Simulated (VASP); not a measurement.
A run of VASP 6.6.1 is set up as follows.

INCAR

```
PREC     = Accurate       # precision mode
ENCUT    = 520            # plane-wave cutoff, eV
EDIFF    = 1E-6           # SCF threshold, eV
ISMEAR   = 0              # smearing method
SIGMA    = 0.03           # smearing width, eV
LREAL    = False          # projectors in reciprocal space
LASPH    = True           # aspherical terms in the spheres
NELM     = 150            # most SCF steps
ALGO     = Normal         # electronic algorithm
ISIF     = 2              # what is computed and relaxed
LWAVE    = False          # write WAVECAR
LCHARG   = False          # write CHGCAR
ISPIN    = 2              # spin polarisation
MAGMOM   = 1 -1 0 0 0 0   # initial moments
LORBIT   = 11             # projections on sites
LMAXMIX  = 4              # l up to which the mixer works
LDAU     = True           # DFT+U
LDAUTYPE = 2            
LDAUL    = 2 -1           # shell
LDAUU    = 3.25 0         # U, eV
LDAUJ    = 0 0          
LDAUPRINT= 1            
GGA      = PE             # functional
NBANDS   = 38             # bands
AMIX     = 0.2          
BMIX     = 1E-4         
AMIX_MAG = 0.8          
BMIX_MAG = 1E-4         
KPAR     = 4
```

The input KPOINTS:

```
regular mesh
0
Gamma
  6 6 10
```

POSCAR

```
VO2                                     
1.0
    4.5027959817     -0.0000000000      0.0000000000
    0.0000000000      4.5027959817      0.0000000000
    0.0000000000      0.0000000000      3.0400816398
  V               O             
     2     4
Direct
     0.0000000000000000    0.0000000000000000    0.0000000000000000
     0.5000000000000000    0.5000000000000000    0.5000000000000000
     0.2994201458896725    0.2994201458896725    0.0000000000000000
     0.2005798541103275    0.7994201458896725    0.5000000000000000
     0.7005798541103275    0.7005798541103275    0.0000000000000000
     0.7994201458896725    0.2005798541103275    0.5000000000000000
```

KPOINTS_OPT

```
explicit points
181
Reciprocal
 0.0000000000  0.0000000000  0.0000000000 1
 0.0000000000  0.0263157895  0.0000000000 1
 0.0000000000  0.0526315789  0.0000000000 1
 0.0000000000  0.0789473684  0.0000000000 1
 0.0000000000  0.1052631579  0.0000000000 1
 0.0000000000  0.1315789474  0.0000000000 1
[... 173 lines left out ...]
 0.5000000000  0.5000000000  0.5000000000 1
 0.0000000000  0.0000000000  0.0000000000 1
```

Potentials or basis: VASP PAW PBE potentials, release 64 (V_sv, O).

The run is started by

```console
$ cat potpaw_PBE.64/V_sv/POTCAR potpaw_PBE.64/O/POTCAR > POTCAR
$ mpirun -np 4 vasp_std > vasp.out
```

What does it give for the net moment?

0.00 μB per cell.

Estimate the band gap along the path.

1.31 eV, indirect (least direct gap 1.47 eV).

Estimate the pressure.

0.3 GPa.

Levels at the corners of the path, in eV from the valence-band top:
Spin up:
```
point  band 23  band 24  band 25  band 26  band 27  band 28
    Γ    -0.53    -0.50     0.00     1.47     1.63     2.07
    X    -0.80    -0.76    -0.55     2.07     2.45     2.75
    X    -0.80    -0.76    -0.55     2.07     2.45     2.75
    M    -1.39    -1.33    -1.16     1.51     2.10     2.35
    M    -1.39    -1.33    -1.16     1.51     2.10     2.35
    Γ    -0.53    -0.50     0.00     1.47     1.63     2.07
    Γ    -0.53    -0.50     0.00     1.47     1.63     2.07
    Z    -1.52    -1.52    -0.74     2.22     2.73     2.89
    Z    -1.52    -1.52    -0.74     2.22     2.73     2.89
    R    -1.10    -1.09    -0.75     1.31     1.45     3.17
    R    -1.10    -1.09    -0.75     1.31     1.45     3.17
    A    -0.74    -0.67    -0.66     1.87     2.19     2.52
    A    -0.74    -0.67    -0.66     1.87     2.19     2.52
    Z    -1.52    -1.52    -0.74     2.22     2.73     2.89
    X    -0.80    -0.76    -0.55     2.07     2.45     2.75
    R    -1.10    -1.09    -0.75     1.31     1.45     3.17
    M    -1.39    -1.33    -1.16     1.51     2.10     2.35
    A    -0.74    -0.67    -0.66     1.87     2.19     2.52
```
Spin down:
```
point  band 22  band 23  band 24  band 25  band 26  band 27  band 28  band 29
    Γ    -0.90    -0.53    -0.50     0.00     1.47     1.63     2.07     2.39
    X    -2.07    -0.80    -0.76    -0.55     2.07     2.45     2.75     3.09
    X    -2.07    -0.80    -0.76    -0.55     2.07     2.45     2.75     3.09
    M    -1.69    -1.39    -1.33    -1.16     1.51     2.10     2.35     2.80
    M    -1.69    -1.39    -1.33    -1.16     1.51     2.10     2.35     2.80
    Γ    -0.90    -0.53    -0.50     0.00     1.47     1.63     2.07     2.39
    Γ    -0.90    -0.53    -0.50     0.00     1.47     1.63     2.07     2.39
    Z    -2.61    -1.52    -1.52    -0.74     2.22     2.73     2.89     3.32
    Z    -2.61    -1.52    -1.52    -0.74     2.22     2.73     2.89     3.32
    R    -2.05    -1.10    -1.09    -0.75     1.31     1.45     3.17     3.26
    R    -2.05    -1.10    -1.09    -0.75     1.31     1.45     3.17     3.26
    A    -1.42    -0.74    -0.67    -0.66     1.87     2.19     2.52     2.83
    A    -1.42    -0.74    -0.67    -0.66     1.87     2.19     2.52     2.83
    Z    -2.61    -1.52    -1.52    -0.74     2.22     2.73     2.89     3.32
    X    -2.07    -0.80    -0.76    -0.55     2.07     2.45     2.75     3.09
    R    -2.05    -1.10    -1.09    -0.75     1.31     1.45     3.17     3.26
    M    -1.69    -1.39    -1.33    -1.16     1.51     2.10     2.35     2.80
    A    -1.42    -0.74    -0.67    -0.66     1.87     2.19     2.52     2.83
```

The state reached can hang on the start; a lower one may exist.
